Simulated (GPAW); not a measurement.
Set up this calculation in GPAW 26.7.0, as an ASE script.

| Item | Value |
| --- | --- |
| Task | single point |
| Functional | PBE |
| Potentials or basis | GPAW PAW data sets (gpaw-data 1.2.1) |
| Cutoff | 600 eV |
| Basis | pw |
| k mesh | 7 × 7 × 7 |
| Occupations | gaussian, width 0.02 eV |
| Spin | no spin polarisation |
| Maxiter | 150 |

The structure of SnTe lies in SnTe.xyz:

```xyz
2
Lattice="0.0000000000 3.6111460000 3.6111460000 3.6111460000 0.0000000000 3.6111460000 3.6111460000 3.6111460000 0.0000000000" Properties=species:S:1:pos:R:3 pbc="T T T"
Te     5.4167190000      5.4167190000      5.4167190000
Sn     0.0000000000      0.0000000000      0.0000000000
```

Measurements of this composition are mostly on another form, of space group No. 225.

The cell isn't the ideal one: the cell as VASP's run set it.

The input as run:

run.py

```python
from ase.dft.bandgap import bandgap
from ase.io import read, write
from ase.units import GPa
from gpaw import GPAW, PW

atoms = read('SnTe.xyz')

calc = GPAW(mode=PW(600),
            xc='PBE',
            kpts={'size': (7, 7, 7), 'gamma': True},
            occupations={'name': 'methfessel-paxton', 'order': 0, 'width': 0.02},
            nbands=19,
            convergence={'density': 1e-05, 'energy': 1e-05},
            maxiter=150,
            txt='gpaw.txt')
atoms.calc = calc
energy = atoms.get_potential_energy()
forces = atoms.get_forces()
stress = atoms.get_stress()
calc.write('gs.gpw')
write('result.traj', atoms)
print(f'Energy: {energy:.6f} eV')
print('Forces (eV/A):')
print(forces.round(4))
print('Stress (GPa):', (stress / GPa).round(3))
print('Fermi level:', round(calc.get_fermi_level(), 4), 'eV')
print(f'Gap: {bandgap(calc)[0]:.4f} eV, direct: {bandgap(calc, direct=True)[0]:.4f} eV')
```

Potentials or basis: GPAW PAW data sets (gpaw-data 1.2.1), pw.

Command:

```bash
$ OMP_NUM_THREADS=1 python run.py
```

Results of the run:

- Pressure: -0.2 GPa
- Band gap on the k mesh: 0.33 eV, indirect (least direct gap 0.82 eV)

Caveat: spin-orbit coupling is left out, which moves the levels of the heavy elements; an odd mesh through Γ misses points on the zone boundary, where band edges often lie.

Run time: 19 s on 1 thread of Arm Neoverse V2, with other jobs on the host, peak memory 0.19 GiB.
